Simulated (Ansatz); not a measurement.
# Molecular dynamics of Si₁₆O

Input:

```yaml
crystal:
  lattice:
    - [0.0, 5.43, 5.43]
    - [5.43, 0.0, 5.43]
    - [5.43, 5.43, 0.0]
  atoms:
    - { symbol: Si, position: [0.03251075, -0.08637784, -0.00738467] }
    - { symbol: Si, position: [0.13162154, 0.07483602, 0.14052321] }
    - { symbol: Si, position: [0.00294249, -0.0166821, 0.51358143] }
    - { symbol: Si, position: [0.13949293, 0.09960676, 0.641591] }
    - { symbol: Si, position: [-0.02405824, 0.54878268, -0.05245553] }
    - { symbol: Si, position: [0.14654031, 0.55559765, 0.11986808] }
    - { symbol: Si, position: [0.02403995, 0.49932687, 0.47935233] }
    - { symbol: Si, position: [0.15571731, 0.60505365, 0.59664183] }
    - { symbol: Si, position: [0.47540953, 0.04082721, -0.03906181] }
    - { symbol: Si, position: [0.65734038, 0.11102938, 0.10182317] }
    - { symbol: Si, position: [0.52394328, 0.02355794, 0.47649905] }
    - { symbol: Si, position: [0.64124504, 0.14315293, 0.60294144] }
    - { symbol: Si, position: [0.51680345, 0.48188008, 0.01405186] }
    - { symbol: Si, position: [0.60794821, 0.69108508, 0.07228927] }
    - { symbol: Si, position: [0.54126561, 0.53502132, 0.47849] }
    - { symbol: Si, position: [0.65225586, 0.63748894, 0.63195524] }
    - { symbol: O, position: [-0.02738987, 0.31422194, 1.02351547], spin: 1.0 }
magnetization:
  spin_polarized: true
basis:
  ecutwfc: 420.0
kpoints:
  mp_grid: { grid: [2, 2, 2] }
hamiltonian:
  xc: pbe
  pseudopotentials: { kind: paw, azcp: { folder: soft_1 } }
scf:
  occupations: { method: fermi_dirac, width: 0.002 }
  lower_state_search: "off"
  max_iter: 74
md:
  timestep: 1
  n_steps: 80
  ensemble: nvt_langevin
  temperature: 1680.0
  initial_velocities: maxwell_boltzmann
  seed: 634676
  friction: 0.01
```

Launched with:

```bash
$ ansatz run input.yaml --threads 1 --pin off --max-ram 3072MiB --backend cpu --events-out ev --progress --plain --runs-dir out
```

It goes on from the last frame of an earlier run, with new velocities.

Output, in part (warnings, step lines):

```
WARN: the starting moments were not kept: the SCF closed with an absolute magnetisation of 2.0e-5 μB, where they sum to 1 μB in size (1 site). That is at most 0.1 of that sum. Measured as dr2_m measures the in/out step, that magnetisation stands 9.7e-12 eV from none, at or under the dr2_threshold …
md step     0: t =     0.00 fs  T =  1581.2 K  F+E_penalty+E_count = -10737.03121930 eV  E_kin = 3.474509 eV  (15 SCF iters)
md step     1: t =     1.00 fs  T =  1655.5 K  F+E_penalty+E_count = -10737.06307966 eV  E_kin = 3.637935 eV  (7 SCF iters)
md step     2: t =     2.00 fs  T =  1755.1 K  F+E_penalty+E_count = -10737.07007467 eV  E_kin = 3.856589 eV  (8 SCF iters)
md step     3: t =     3.00 fs  T =  1655.9 K  F+E_penalty+E_count = -10737.04613546 eV  E_kin = 3.638627 eV  (7 SCF iters)
md step     4: t =     4.00 fs  T =  1600.8 K  F+E_penalty+E_count = -10737.00442728 eV  E_kin = 3.517652 eV  (7 SCF iters)
md step     5: t =     5.00 fs  T =  1542.9 K  F+E_penalty+E_count = -10736.95670665 eV  E_kin = 3.390298 eV  (8 SCF iters)
md step     6: t =     6.00 fs  T =  1490.6 K  F+E_penalty+E_count = -10736.91273394 eV  E_kin = 3.275416 eV  (7 SCF iters)
md step     7: t =     7.00 fs  T =  1537.7 K  F+E_penalty+E_count = -10736.87542724 eV  E_kin = 3.378905 eV  (7 SCF iters)
[... lines left out ...]
md step    80: t =    80.00 fs  T =  1166.6 K  F+E_penalty+E_count = -10736.41279396 eV  E_kin = 2.563497 eV  (7 SCF iters)
```

The steps, from the saved trajectory:

```tsv
time (fs)	T (K)	potential energy less start (eV)
0	1581	0.000
2	1755	-0.039
4	1601	0.027
6	1491	0.118
8	1543	0.192
10	1499	0.237
12	1539	0.213
14	1582	0.147
16	1682	0.047
18	1719	-0.030
20	1596	-0.029
22	1420	0.042
24	1322	0.156
26	1228	0.310
28	1149	0.445
30	1094	0.532
32	1080	0.607
34	913	0.662
36	905	0.642
38	1011	0.550
40	1114	0.421
42	1237	0.271
44	1239	0.167
46	1319	0.122
48	1393	0.131
50	1287	0.175
52	1275	0.235
54	1169	0.331
56	1018	0.450
58	1041	0.591
60	1067	0.734
62	926	0.844
64	895	0.929
66	837	0.963
68	877	0.951
70	958	0.912
72	861	0.858
74	988	0.782
76	1013	0.719
78	1011	0.671
80	1167	0.618
```

The run went to its last step. The mean temperature of the second half is 36 % below the set value. A run of 0.08 ps of so small a system gives no equilibrium averages. The smearing is very narrow for this mesh. Limits of this set-up: coarse k mesh, a small cell, in which the defect meets its images.

Mean squared displacements from the first frame to the last, about the centre of mass: Si 0.16 Å², O 0.63 Å².

Last frame:

```xyz
17
Lattice="0.0000 5.4300 5.4300 5.4300 0.0000 5.4300 5.4300 5.4300 0.0000" Properties=species:S:1:pos:R:3
Si -0.155 -0.037 -0.085
Si 1.283 1.439 0.975
Si 2.837 2.937 0.015
Si 4.214 4.192 1.591
Si 2.813 -0.041 2.857
Si 3.960 1.302 4.282
Si 5.518 2.497 3.124
Si 6.788 4.274 4.107
Si 0.097 2.402 2.826
Si 1.375 4.003 4.078
Si 2.520 5.409 2.754
Si 4.010 6.639 4.057
Si 2.510 2.584 5.462
Si 3.766 3.457 7.280
Si 5.082 5.000 5.614
Si 6.423 6.601 6.739
O 7.886 5.752 1.248
```

Run time: 20 min on 1 thread of Arm Neoverse V2 (shared host), peak memory 0.66 GiB.
